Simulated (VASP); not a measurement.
# CdS in VASP: reference runs

Aim: a first look at CdS with PBE, on the cell as given.

Everything below comes from runs of VASP 6.6.1. Logs are shortened: lines on timing, memory, paths and dates and some standing lists are left out, and cuts for length are marked.

### Step 1. The cell of the first run

The cell holds a slab with vacuum, 8 atoms: a = 4.135 Å, b = 4.135 Å, c = 25.900 Å, α = 90.00°, β = 90.00°, γ = 120.00°.

### Step 2. Single point, PBE (the (0 0 1) slab of CdS, cut from the database cell, not relaxed)

Input file INCAR:

```
  PREC = Accurate
  ENCUT = 520
  EDIFF = 1E-7
  ISMEAR = -1
  SIGMA = 0.05
  LREAL = False
  LASPH = True
  NELM = 80
  ALGO = Normal
  ISIF = 2
  LWAVE = False
  LCHARG = False
  LDIPOL = True
  IDIPOL = 3
  DIPOL = 0.5 0.5 0.500
  GGA = PE
  NBANDS = 46
```

Input file KPOINTS:

```
Automatic mesh
0
Gamma
  8 8 1
```

Input file POSCAR:

```
CdS
1.0
    4.1347992034      0.0000000000      0.0000000000
   -2.0673996017      3.5808411497      0.0000000000
    0.0000000000      0.0000000000     25.8996350000
S Cd
4 4
Direct
    0.3333333333      0.6666666666      0.2895793705
    0.6666666667      0.3333333334      0.4198707820
    0.3333333333      0.6666666666      0.5501621934
    0.6666666667      0.3333333334      0.6804536048
    0.6666666667      0.3333333334      0.3195463952
    0.3333333333      0.6666666666      0.4498378066
    0.6666666667      0.3333333334      0.5801292180
    0.3333333333      0.6666666666      0.7104206295
```

Potentials or basis: VASP PAW PBE potentials, release 64 (S, Cd).

Started as:

```console
$ cat potpaw_PBE.64/S/POTCAR potpaw_PBE.64/Cd/POTCAR > POTCAR
$ mpirun -np 1 vasp_std > vasp.out
```

OUTCAR:

```text
PREC = Accurate
   ENCUT = 520
   EDIFF = 1E-7
   ISMEAR = -1
   LREAL = False
   LASPH = True
   NELM = 80
   ISIF = 2
   GGA = PE

 ion  position               nearest neighbor table
   1  0.333  0.667  0.290-   5 2.51   5 2.51   5 2.51
   2  0.667  0.333  0.420-   6 2.51   6 2.51   6 2.51   5 2.60
   3  0.333  0.667  0.550-   7 2.51   7 2.51   7 2.51   6 2.60
   4  0.667  0.333  0.680-   8 2.51   8 2.51   8 2.51   7 2.60
   5  0.667  0.333  0.320-   1 2.51   1 2.51   1 2.51   2 2.60
   6  0.333  0.667  0.450-   2 2.51   2 2.51   2 2.51   3 2.60
   7  0.667  0.333  0.580-   3 2.51   3 2.51   3 2.51   4 2.60
   8  0.333  0.667  0.710-   4 2.51   4 2.51   4 2.51

  LATTYP: Found a hexagonal cell.
 ALAT       =     4.1347992034
 C/A-ratio  =     6.2638192875

  Lattice vectors:

 A1 = (   4.1347992034,   0.0000000000,   0.0000000000)
 A2 = (  -2.0673996017,   3.5808411497,   0.0000000000)
 A3 = (   0.0000000000,   0.0000000000,  25.8996350000)

Analysis of symmetry for initial positions (statically):
=====================================================================
 Subroutine PRICEL returns:
 Original cell was already a primitive cell.

 Routine SETGRP: Setting up the symmetry group for a
 hexagonal supercell.

 Subroutine GETGRP returns: Found  6 space group operations
 (whereof  6 operations were pure point group operations)
 out of a pool of 24 trial point group operations.

The static configuration has the point symmetry C_3v.

Analysis of symmetry for dynamics (positions and initial velocities):
=====================================================================
 Subroutine PRICEL returns:
 Original cell was already a primitive cell.

 Routine SETGRP: Setting up the symmetry group for a
 hexagonal supercell.

 Subroutine GETGRP returns: Found  6 space group operations
 (whereof  6 operations were pure point group operations)
 out of a pool of 24 trial point group operations.

The dynamic configuration has the point symmetry C_3v.

 Subroutine INISYM returns: Found  6 space group operations
 (whereof  6 operations are pure point group operations),
 and found     1 'primitive' translations

----------------------------------------------------------------------------------------

                                     Primitive cell

  volume of cell :     383.4715

  direct lattice vectors                    reciprocal lattice vectors
     4.134799203  0.000000000  0.000000000     0.241849713  0.139631997  0.000000000
    -2.067399602  3.580841150  0.000000000     0.000000000  0.279263994  0.000000000
     0.000000000  0.000000000 25.899635000     0.000000000  0.000000000  0.038610583

  length of vectors
     4.134799203  4.134799203 25.899635000     0.279263994  0.279263994  0.038610583

  position of ions in fractional coordinates (direct lattice)
     0.333333333  0.666666667  0.289579371
     0.666666667  0.333333333  0.419870782
     0.333333333  0.666666667  0.550162193
     0.666666667  0.333333333  0.680453605
     0.666666667  0.333333333  0.319546395
     0.333333333  0.666666667  0.449837807
     0.666666667  0.333333333  0.580129218
     0.333333333  0.666666667  0.710420629

  ion indices of the primitive-cell ions
   primitive index   ion index
                 1           1
                 2           2
                 3           3
                 4           4
                 5           5
                 6           6
                 7           7
                 8           8

----------------------------------------------------------------------------------------

 KPOINTS: Automatic mesh

Automatic generation of k-mesh.
 Grid dimensions read from file:
 generate k-points for:    8    8    1

 Generating k-lattice:

  Cartesian coordinates                     Fractional coordinates (reciprocal lattice)
     0.030231214  0.017454000  0.000000000     0.125000000  0.000000000  0.000000000
     0.000000000  0.034907999  0.000000000     0.000000000  0.125000000  0.000000000
     0.000000000  0.000000000  0.038610583     0.000000000  0.000000000  1.000000000

  Length of vectors
     0.034907999  0.034907999  0.038610583

  Shift w.r.t. Gamma in fractional coordinates (k-lattice)
     0.000000000  0.000000000  0.000000000

 Subroutine IBZKPT returns following result:
 ===========================================

 Found     10 irreducible k-points:

 Following reciprocal coordinates:
            Coordinates               Weight
  0.000000  0.000000  0.000000      1.000000
  0.125000  0.000000  0.000000      6.000000
  0.250000  0.000000  0.000000      6.000000
  0.375000  0.000000  0.000000      6.000000
  0.500000  0.000000  0.000000      3.000000
  0.125000  0.125000  0.000000      6.000000
  0.250000  0.125000  0.000000     12.000000
  0.375000  0.125000  0.000000     12.000000
  0.250000  0.250000  0.000000      6.000000
  0.375000  0.250000  0.000000      6.000000
   k-points           NKPTS =     10   k-points in BZ     NKDIM =     10   number of bands    NBANDS=     46
   number of dos      NEDOS =    301   number of ions     NIONS =      8
   total plane-waves  NPLWV = 200704
   dimension x,y,z NGX =    32 NGY =   32 NGZ =  196
   dimension x,y,z NGXF=    64 NGYF=   64 NGZF=  392
   ions per type =               4   4
   NGX,Y,Z   is equivalent  to a cutoff of  12.87, 12.87, 12.58 a.u.
   NGXF,Y,Z  is equivalent  to a cutoff of  25.73, 25.73, 25.16 a.u.
 SYSTEM =  unknown system
   PREC   = accura    normal or accurate (medium, high low for compatibility)
   ISTART =      0    job   : 0-new  1-cont  2-samecut
   ICHARG =      2    charge: 1-file 2-atom 10-const
   ISPIN  =      1    spin polarized calculation?
   LNONCOLLINEAR =      F non collinear calculations
   LSORBIT =      F    spin-orbit coupling
   LASPH  =      T    aspherical Exc in radial PAW
   ENCUT  =  520.0 eV  38.22 Ry    6.18 a.u.   7.69  7.69 48.16*2*pi/ulx,y,z
   NELM   =     80;   NELMIN=  2; NELMDL= -5     # of ELM steps
   EDIFF  = 0.1E-06   stopping-criterion for ELM
   LREAL  =      F    real-space projection
   EDIFFG = 0.1E-05   stopping-criterion for IOM
   NSW    =      0    number of steps for IOM
   IBRION =     -1    ionic relax: 0-MD 1-quasi-New 2-CG
   NFREE  =      0    steps in history (QN), initial steepest desc. (CG)
   ISIF   =      2    stress and relaxation
   ISYM   =      2    0-nonsym 1-usesym 2-fastsym
   POTIM  = 0.5000    time-step for ionic-motion
   TEBEG  =    0.0;   TEEND  =   0.0 temperature during run
   PSTRESS=    0.0 pullay stress
   NELECT =      72.0000    total number of electrons
   NUPDOWN=      -1.0000    fix difference up-down
   EMIN   =  10.00;   EMAX   =-10.00  energy-range for DOS
   EFERMI =   0.00;   METHOD = LEGACY
   ISMEAR =    -1;   SIGMA  =   0.05  broadening in eV -4-tet -1-fermi 0-gaus
   EFERMI_NEDOS =   21; number of points for ismear=-14 and -15
   IALGO  =     38    algorithm
   IMIX   =      4    mixing-type and parameters
     AMIX     =   0.40;   BMIX     =  1.00
     AMIX_MAG =   1.60;   BMIX_MAG =  1.00
  volume/ion in A,a.u.               =      47.93       323.47
  Fermi-wavevector in a.u.,A,eV,Ry     =   0.937435  1.771496 11.956594  0.878785
  Thomas-Fermi vector in A             =   2.064546
   LORBIT       =      0    0 simple, 1 ext, 2 COOP (PROOUT), +10 PAW based schemes
   GGA     = PE    functional components
   LHFCALC =     F    Hartree Fock is set to
   AEXX    =    0.0000 exact exchange contribution
   IVDW    =     0    specifies the selected vdW correction
   LEPSILON=     F    determine dielectric tensor
   LRPA    =     F    only Hartree local field effects (RPA)
 non-spin polarized calculation
  energy-cutoff  :      520.00
  volume of cell :      383.47
 maximum number of plane-waves:     10387
 NGX is ok and might be reduce to    32
   NGX = 15   NGY = 15   NGZ = 97

 dipolmoment           0.000000      0.000000      0.098711 electrons x Angstroem

 number of electron      71.9999987 magnetization

 dipolmoment           0.000000      0.000000     -0.333963 electrons x Angstroem

 Free energy of the ion-electron system (eV)
  ---------------------------------------------------
  ext. energy  EPLUGINS =         0.00000000
  ---------------------------------------------------
  free energy    TOTEN  =       -22.82971121 eV

  energy without entropy =      -22.80041982  energy(sigma->0) =      -22.81506551

 E-fermi :  -1.2766     XC(G=0):  -5.2806

 val. band max:       -1.3785161004   @ k =   0.1250   0.0000   0.0000
 cond. band min:      -1.2521577472   @ k =   0.1250   0.1250   0.0000
 fundamental gap:      0.1263583532
 Fermi energy:        -1.2765940105

 k-point     1 :       0.0000    0.0000    0.0000
  band No.  band energies     occupation
      1     -15.5279      2.00000
      2     -14.5585      2.00000
      3     -13.6527      2.00000
      4     -12.5863      2.00000
      5     -11.1697      2.00000
      6     -11.1697      2.00000
[... 38 lines left out ...]
     45       3.7955      0.00000
     46       3.8095      0.00000

 k-point     2 :       0.1250    0.0000    0.0000
  band No.  band energies     occupation
      1     -15.4852      2.00000
      2     -14.5167      2.00000
      3     -13.6113      2.00000
      4     -12.5456      2.00000
      5     -11.1415      2.00000
      6     -11.1388      2.00000
[... 38 lines left out ...]
     45       3.7653      0.00000
     46       3.8571      0.00000

 k-point     3 :       0.2500    0.0000    0.0000
  band No.  band energies     occupation
      1     -15.3824      2.00000
      2     -14.4160      2.00000
      3     -13.5114      2.00000
      4     -12.4482      2.00000
      5     -11.0772      2.00000
      6     -11.0499      2.00000
[... 332 lines left out ...]
     45       4.0350      0.00000
     46       4.3341      0.00000

 k-point    10 :       0.3750    0.2500    0.0000
  band No.  band energies     occupation
      1     -15.2110      2.00000
      2     -14.2479      2.00000
      3     -13.3446      2.00000
      4     -12.2880      2.00000
      5     -11.0146      2.00000
      6     -10.8826      2.00000
[... 38 lines left out ...]
     45       4.1991      0.00000
     46       4.6827      0.00000

------------------------ aborting loop because EDIFF is reached ----------------------------------------

 vacuum level on the upper side and lower side of the slab       (xc-potential included)        -2.199         1.857

  FORCE on cell =-STRESS in cart. coord.  units (eV):
  Direction    XX          YY          ZZ          XY          YZ          ZX
  --------------------------------------------------------------------------------------
  -------------------------------------------------------------------------------------
  Total        3.1005576      3.1005576      3.0685360     -0.0000000     -0.0000000      0.0000000
  in kB       12.9543989     12.9543989     12.8206097     -0.0000000     -0.0000000      0.0000000
  external PRESSURE =      12.9098025 kB  Pullay stress =       0.0000000 kB

 VOLUME and BASIS-vectors are now :
 -----------------------------------------------------------------------------
  energy-cutoff  :      520.00
  volume of cell :      383.47
      direct lattice vectors                 reciprocal lattice vectors
     4.134799203  0.000000000  0.000000000     0.241849713  0.139631997  0.000000000
    -2.067399602  3.580841150  0.000000000     0.000000000  0.279263994  0.000000000
     0.000000000  0.000000000 25.899635000     0.000000000  0.000000000  0.038610583

 POSITION                                       TOTAL-FORCE (eV/Angst)
 -----------------------------------------------------------------------------------
     -0.00000      2.38723      7.50000         0.000000     -0.000000     -0.048510
      2.06740      1.19361     10.87450         0.000000      0.000000      0.346691
     -0.00000      2.38723     14.24900         0.000000     -0.000000      0.278694
      2.06740      1.19361     17.62350        -0.000000      0.000000      0.628802
      2.06740      1.19361      8.27614        -0.000000      0.000000     -0.345608
     -0.00000      2.38723     11.65064        -0.000000      0.000000     -0.314975
      2.06740      1.19361     15.02513        -0.000000      0.000000     -0.348410
     -0.00000      2.38723     18.39964         0.000000     -0.000000     -0.196683
 -----------------------------------------------------------------------------------
    total drift:                               -0.000000     -0.000000     -0.001482

  FREE ENERGIE OF THE ION-ELECTRON SYSTEM (eV)
  ---------------------------------------------------
  free  energy   TOTEN  =       -22.8297112085 eV

  energy  without entropy=      -22.8004198195  energy(sigma->0) =      -22.81506551

 vacuum level on the upper side and lower side of the slab         1.408         5.548
```

Run time: 5.6 min. Hardware: 1 thread of Intel Xeon 6975P-C (Granite Rapids), shared host; peak memory 0.53 GiB.

What came out:

- Free energy: -22.8297 eV
- Largest force: 0.629 eV/Å
- Band gap on the k mesh: none (metal or under the smearing width)

Forces on the atoms (eV/Å):
```
S    0.000  0.000 -0.049
S    0.000  0.000  0.347
S    0.000  0.000  0.279
S    0.000  0.000  0.629
Cd   0.000  0.000 -0.346
Cd   0.000  0.000 -0.315
Cd   0.000  0.000 -0.348
Cd   0.000  0.000 -0.197
```

Levels at points of the mesh, in eV from the Fermi level:
| k point | band 33 | band 34 | band 35 | band 36 | band 37 | band 38 | band 39 | band 40 |
| --- | --- | --- | --- | --- | --- | --- | --- | --- |
| (0.00, 0.00, 0.00) | -0.62 | -0.62 | -0.16 | 0.33 | 0.33 | 1.25 | 1.56 | 2.19 |
| (0.50, 0.00, 0.00) | -1.64 | -1.55 | -0.67 | -0.24 | 0.39 | 1.93 | 2.62 | 3.26 |
